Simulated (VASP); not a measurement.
# K2HBr6 (Fm-3m) in VASP: single point with PBE

Aim: the single point of K2HBr6 with PBE.

Everything below comes from runs of VASP 6.6.1. Logs are shortened: lines on timing, memory, paths and dates and some standing lists are left out, and cuts for length are marked.

**1. The crystal as given**

The structure is cubic, space group Fm-3m (No. 225). The conventional cell has a = 10.356 Å, b = 10.356 Å, c = 10.356 Å, α = 90.00°, β = 90.00°, γ = 90.00°. K (site symmetry -43m) is surrounded by 12 Br at 3.66 Å. Around Br (site symmetry 4mm) lie 1 H at 2.49 Å. H (site symmetry m-3m) is surrounded by 6 Br at 2.49 Å.

The cell was built by a generator and needn't be a form met in nature.

**2. Single point, PBE**

The input, INCAR:

```
SYSTEM = K2HBr6
ALGO     = Normal         ! electronic algorithm
EDIFF    = 1E-6           ! SCF threshold, eV
ENCUT    = 520            ! plane-wave cutoff, eV
GGA      = PE             ! functional
ISIF     = 2              ! what is computed and relaxed
ISMEAR   = -1             ! smearing method
LASPH    = .TRUE.         ! aspherical terms in the spheres
LCHARG   = .FALSE.        ! write CHGCAR
LREAL    = .FALSE.        ! projectors in reciprocal space
LWAVE    = .FALSE.        ! write WAVECAR
NBANDS   = 40             ! bands
NELM     = 80             ! most SCF steps
PREC     = Accurate       ! precision mode
SIGMA    = 0.0392         ! smearing width, eV
```

The input, KPOINTS:

```
k-points
0
G
  6 6 6
  0 0 0
```

The input, POSCAR:

```
K2HBr6
1.0
    0.0000000000      5.1780110000      5.1780110000
    5.1780110000      0.0000000000      5.1780110000
    5.1780110000      5.1780110000      0.0000000000
K Br H
2 6 1
Direct
    0.2500000000      0.2500000000      0.2500000000
    0.7500000000      0.7500000000      0.7500000000
    0.7597900000      0.2402100000      0.2402100000
    0.2402100000      0.7597900000      0.2402100000
    0.2402100000      0.7597900000      0.7597900000
    0.7597900000      0.2402100000      0.7597900000
    0.2402100000      0.2402100000      0.7597900000
    0.7597900000      0.7597900000      0.2402100000
    0.0000000000      0.0000000000      0.0000000000
```

Potentials or basis: VASP PAW PBE potentials, release 64 (K_sv, Br, H).

Launch:

```bash
$ cat potpaw_PBE.64/K_sv/POTCAR potpaw_PBE.64/Br/POTCAR potpaw_PBE.64/H/POTCAR > POTCAR
$ mpirun -np 1 vasp_std > vasp.out
```

OUTCAR:

```text
SYSTEM = K2HBr6
   EDIFF = 1E-6
   ENCUT = 520
   GGA = PE
   ISIF = 2
   ISMEAR = -1
   LASPH = .TRUE.
   LREAL = .FALSE.
   NELM = 80
   PREC = Accurate

 ion  position               nearest neighbor table
   1  0.250  0.250  0.250-
   2  0.750  0.750  0.750-
   3  0.760  0.240  0.240-
   4  0.240  0.760  0.240-
   5  0.240  0.760  0.760-
   6  0.760  0.240  0.760-
   7  0.240  0.240  0.760-
   8  0.760  0.760  0.240-
   9  0.000  0.000  0.000-

  LATTYP: Found a face centered cubic cell.
 ALAT       =    10.3560220000

  Lattice vectors:

 A1 = (   0.0000000000,   5.1780110000,   5.1780110000)
 A2 = (   5.1780110000,   0.0000000000,   5.1780110000)
 A3 = (   5.1780110000,   5.1780110000,   0.0000000000)

Analysis of symmetry for initial positions (statically):
=====================================================================
 Subroutine PRICEL returns:
 Original cell was already a primitive cell.

 Routine SETGRP: Setting up the symmetry group for a
 face centered cubic supercell.

 Subroutine GETGRP returns: Found 48 space group operations
 (whereof 48 operations were pure point group operations)
 out of a pool of 48 trial point group operations.

The static configuration has the point symmetry O_h .

Analysis of symmetry for dynamics (positions and initial velocities):
=====================================================================
 Subroutine PRICEL returns:
 Original cell was already a primitive cell.

 Routine SETGRP: Setting up the symmetry group for a
 face centered cubic supercell.

 Subroutine GETGRP returns: Found 48 space group operations
 (whereof 48 operations were pure point group operations)
 out of a pool of 48 trial point group operations.

The dynamic configuration has the point symmetry O_h .

 Subroutine INISYM returns: Found 48 space group operations
 (whereof 48 operations are pure point group operations),
 and found     1 'primitive' translations

----------------------------------------------------------------------------------------

                                     Primitive cell

  volume of cell :     277.6636

  direct lattice vectors                    reciprocal lattice vectors
     0.000000000  5.178011000  5.178011000    -0.096562174  0.096562174  0.096562174
     5.178011000  0.000000000  5.178011000     0.096562174 -0.096562174  0.096562174
     5.178011000  5.178011000  0.000000000     0.096562174  0.096562174 -0.096562174

  length of vectors
     7.322813382  7.322813382  7.322813382     0.167250592  0.167250592  0.167250592

  position of ions in fractional coordinates (direct lattice)
     0.250000000  0.250000000  0.250000000
     0.750000000  0.750000000  0.750000000
     0.759790000  0.240210000  0.240210000
     0.240210000  0.759790000  0.240210000
     0.240210000  0.759790000  0.759790000
     0.759790000  0.240210000  0.759790000
     0.240210000  0.240210000  0.759790000
     0.759790000  0.759790000  0.240210000
     0.000000000  0.000000000  0.000000000

  ion indices of the primitive-cell ions
   primitive index   ion index
                 1           1
                 2           2
                 3           3
                 4           4
                 5           5
                 6           6
                 7           7
                 8           8
                 9           9

----------------------------------------------------------------------------------------

 KPOINTS: k-points

Automatic generation of k-mesh.
 Grid dimensions read from file:
 generate k-points for:    6    6    6

 Generating k-lattice:

  Cartesian coordinates                     Fractional coordinates (reciprocal lattice)
    -0.016093696  0.016093696  0.016093696     0.166666667  0.000000000  0.000000000
     0.016093696 -0.016093696  0.016093696     0.000000000  0.166666667  0.000000000
     0.016093696  0.016093696 -0.016093696     0.000000000  0.000000000  0.166666667

  Length of vectors
     0.027875099  0.027875099  0.027875099

  Shift w.r.t. Gamma in fractional coordinates (k-lattice)
     0.000000000  0.000000000  0.000000000

 Subroutine IBZKPT returns following result:
 ===========================================

 Found     16 irreducible k-points:

 Following reciprocal coordinates:
            Coordinates               Weight
  0.000000  0.000000  0.000000      1.000000
  0.166667  0.000000  0.000000      8.000000
  0.333333  0.000000  0.000000      8.000000
  0.500000  0.000000  0.000000      4.000000
  0.166667  0.166667  0.000000      6.000000
  0.333333  0.166667  0.000000     24.000000
[... 8 lines left out ...]
 -0.333333  0.333333  0.166667     24.000000
 -0.333333  0.500000  0.166667     12.000000
   k-points           NKPTS =     16   k-points in BZ     NKDIM =     16   number of bands    NBANDS=     40
   number of dos      NEDOS =    301   number of ions     NIONS =      9
   total plane-waves  NPLWV = 157464
   dimension x,y,z NGX =    54 NGY =   54 NGZ =   54
   dimension x,y,z NGXF=   108 NGYF=  108 NGZF=  108
   ions per type =               2   6   1
   NGX,Y,Z   is equivalent  to a cutoff of  12.26, 12.26, 12.26 a.u.
   NGXF,Y,Z  is equivalent  to a cutoff of  24.52, 24.52, 24.52 a.u.
 SYSTEM =  K2HBr6
   PREC   = accura    normal or accurate (medium, high low for compatibility)
   ISTART =      0    job   : 0-new  1-cont  2-samecut
   ICHARG =      2    charge: 1-file 2-atom 10-const
   ISPIN  =      1    spin polarized calculation?
   LNONCOLLINEAR =      F non collinear calculations
   LSORBIT =      F    spin-orbit coupling
   LASPH  =      T    aspherical Exc in radial PAW
   ENCUT  =  520.0 eV  38.22 Ry    6.18 a.u.  13.62 13.62 13.62*2*pi/ulx,y,z
   NELM   =     80;   NELMIN=  2; NELMDL= -5     # of ELM steps
   EDIFF  = 0.1E-05   stopping-criterion for ELM
   LREAL  =      F    real-space projection
   EDIFFG = 0.1E-04   stopping-criterion for IOM
   NSW    =      0    number of steps for IOM
   IBRION =     -1    ionic relax: 0-MD 1-quasi-New 2-CG
   NFREE  =      0    steps in history (QN), initial steepest desc. (CG)
   ISIF   =      2    stress and relaxation
   ISYM   =      2    0-nonsym 1-usesym 2-fastsym
   POTIM  = 0.5000    time-step for ionic-motion
   TEBEG  =    0.0;   TEEND  =   0.0 temperature during run
   PSTRESS=    0.0 pullay stress
   NELECT =      61.0000    total number of electrons
   NUPDOWN=      -1.0000    fix difference up-down
   EMIN   =  10.00;   EMAX   =-10.00  energy-range for DOS
   EFERMI =   0.00;   METHOD = LEGACY
   ISMEAR =    -1;   SIGMA  =   0.04  broadening in eV -4-tet -1-fermi 0-gaus
   EFERMI_NEDOS =   21; number of points for ismear=-14 and -15
   IALGO  =     38    algorithm
   IMIX   =      4    mixing-type and parameters
     AMIX     =   0.40;   BMIX     =  1.00
     AMIX_MAG =   1.60;   BMIX_MAG =  1.00
  volume/ion in A,a.u.               =      30.85       208.20
  Fermi-wavevector in a.u.,A,eV,Ry     =   0.987822  1.866712 13.276447  0.975791
  Thomas-Fermi vector in A             =   2.119303
   LORBIT       =      0    0 simple, 1 ext, 2 COOP (PROOUT), +10 PAW based schemes
   GGA     = PE    functional components
[... 5 lines left out ...]
 non-spin polarized calculation
  energy-cutoff  :      520.00
  volume of cell :      277.66
 maximum number of plane-waves:      7522
   NGX = 27   NGY = 27   NGZ = 27

 number of electron      60.9999986 magnetization

 Free energy of the ion-electron system (eV)
  ---------------------------------------------------
  ext. energy  EPLUGINS =         0.00000000
  ---------------------------------------------------
  free energy    TOTEN  =       -18.45499855 eV

  energy without entropy =      -18.33104540  energy(sigma->0) =      -18.39302197

 E-fermi :  -0.7379     XC(G=0):  -7.9050

 val. band max:       -0.7388773037   @ k =   0.5000   0.3333   0.1667
 cond. band min:      -0.7345223604   @ k =   0.3333   0.1667   0.0000
 fundamental gap:      0.0043549433
 Fermi energy:        -0.7379012625

 k-point     1 :       0.0000    0.0000    0.0000
  band No.  band energies     occupation
      1     -29.3248      2.00000
      2     -29.3237      2.00000
      3     -14.4982      2.00000
      4     -13.9238      2.00000
      5     -13.9238      2.00000
      6     -13.9238      2.00000
[... 32 lines left out ...]
     39       6.5043      0.00000
     40       6.5070      0.00000

 k-point     2 :       0.1667    0.0000    0.0000
  band No.  band energies     occupation
      1     -29.3248      2.00000
      2     -29.3238      2.00000
      3     -14.4742      2.00000
      4     -13.9674      2.00000
      5     -13.9124      2.00000
      6     -13.9124      2.00000
[... 32 lines left out ...]
     39       6.7386      0.00000
     40       6.7926      0.00000

 k-point     3 :       0.3333    0.0000    0.0000
  band No.  band energies     occupation
      1     -29.3246      2.00000
      2     -29.3240      2.00000
      3     -14.4111      2.00000
      4     -14.0679      2.00000
      5     -13.8820      2.00000
      6     -13.8820      2.00000
[... 32 lines left out ...]
     39       7.0442      0.00000
     40       7.0619      0.00000

 k-point     4 :       0.5000    0.0000    0.0000
  band No.  band energies     occupation
      1     -29.3243      2.00000
      2     -29.3243      2.00000
      3     -14.3618      2.00000
      4     -14.1351      2.00000
      5     -13.8577      2.00000
      6     -13.8577      2.00000
[... 32 lines left out ...]
     39       6.8435      0.00000
     40       6.8436      0.00000
[... 428 lines left out ...]
     39       7.2054      0.00000
     40       7.2822      0.00000

 k-point    15 :      -0.3333    0.3333    0.1667
  band No.  band energies     occupation
      1     -29.3243      2.00000
      2     -29.3243      2.00000
      3     -14.3331      2.00000
      4     -14.0894      2.00000
      5     -13.9351      2.00000
      6     -13.9271      2.00000
[... 32 lines left out ...]
     39       7.1864      0.00000
     40       7.3260      0.00000

 k-point    16 :      -0.3333    0.5000    0.1667
  band No.  band energies     occupation
      1     -29.3244      2.00000
      2     -29.3242      2.00000
      3     -14.3275      2.00000
      4     -14.0475      2.00000
      5     -13.9617      2.00000
      6     -13.9515      2.00000
[... 32 lines left out ...]
     39       7.3024      0.00000
     40       7.3706      0.00000

------------------------ aborting loop because EDIFF is reached ----------------------------------------

  FORCE on cell =-STRESS in cart. coord.  units (eV):
  Direction    XX          YY          ZZ          XY          YZ          ZX
  --------------------------------------------------------------------------------------
  -------------------------------------------------------------------------------------
  Total       -2.1497816     -2.1497816     -2.1497816      0.0000000      0.0000000     -0.0000000
  in kB      -12.4046929    -12.4046929    -12.4046929      0.0000000      0.0000000     -0.0000000
  external PRESSURE =     -12.4046929 kB  Pullay stress =       0.0000000 kB

 VOLUME and BASIS-vectors are now :
 -----------------------------------------------------------------------------
  energy-cutoff  :      520.00
  volume of cell :      277.66
      direct lattice vectors                 reciprocal lattice vectors
     0.000000000  5.178011000  5.178011000    -0.096562174  0.096562174  0.096562174
     5.178011000  0.000000000  5.178011000     0.096562174 -0.096562174  0.096562174
     5.178011000  5.178011000  0.000000000     0.096562174  0.096562174 -0.096562174

 POSITION                                       TOTAL-FORCE (eV/Angst)
 -----------------------------------------------------------------------------------
      2.58901      2.58901      2.58901         0.000000     -0.000000      0.000000
      7.76702      7.76702      7.76702        -0.000000     -0.000000     -0.000000
      2.48762      5.17801      5.17801        -0.009163     -0.000000      0.000000
      5.17801      2.48762      5.17801         0.000000     -0.009163      0.000000
      7.86840      5.17801      5.17801         0.009163     -0.000000      0.000000
      5.17801      7.86840      5.17801         0.000000      0.009163      0.000000
      5.17801      5.17801      2.48762         0.000000     -0.000000     -0.009163
      5.17801      5.17801      7.86840         0.000000     -0.000000      0.009163
      0.00000      0.00000      0.00000         0.000000     -0.000000      0.000000
 -----------------------------------------------------------------------------------
    total drift:                                0.000000      0.000000      0.000000

  FREE ENERGIE OF THE ION-ELECTRON SYSTEM (eV)
  ---------------------------------------------------
  free  energy   TOTEN  =       -18.4549985511 eV

  energy  without entropy=      -18.3310453952  energy(sigma->0) =      -18.39302197
```

Wall time 2.2 min (1 thread of AMD EPYC 9R45 (Zen 5), shared host); peak memory 0.45 GiB.

Results:

```yaml
Free_energy: -18.4550 eV
Pressure: -1.2 GPa
Largest_force: 0.009 eV/Å
Band_gap_on_the_k_mesh: none (metal or under the smearing width)
```

Forces in eV/Å, atoms in the order of the input:
```
K    0.000  0.000  0.000
K    0.000  0.000  0.000
Br  -0.009  0.000  0.000
Br   0.000 -0.009  0.000
Br   0.009  0.000  0.000
Br   0.000  0.009  0.000
Br   0.000  0.000 -0.009
Br   0.000  0.000  0.009
H    0.000  0.000  0.000
```

Levels at points of the mesh, in eV from the Fermi level:
```
           k point  band 27  band 28  band 29  band 30  band 31  band 32  band 33  band 34
(0.00, 0.00, 0.00)     0.06     0.08     0.08     0.14     0.14     0.14     1.32     4.63
(0.50, 0.00, 0.00)    -0.43    -0.22    -0.01    -0.01     0.07     0.07     2.00     6.21
(0.50, 0.50, 0.00)    -0.86    -0.86    -0.19    -0.19     0.06     0.12     2.22     6.68
```

Caveat: an odd number of electrons without spin polarisation forces a metal; a magnetic or distorted state may lie lower.
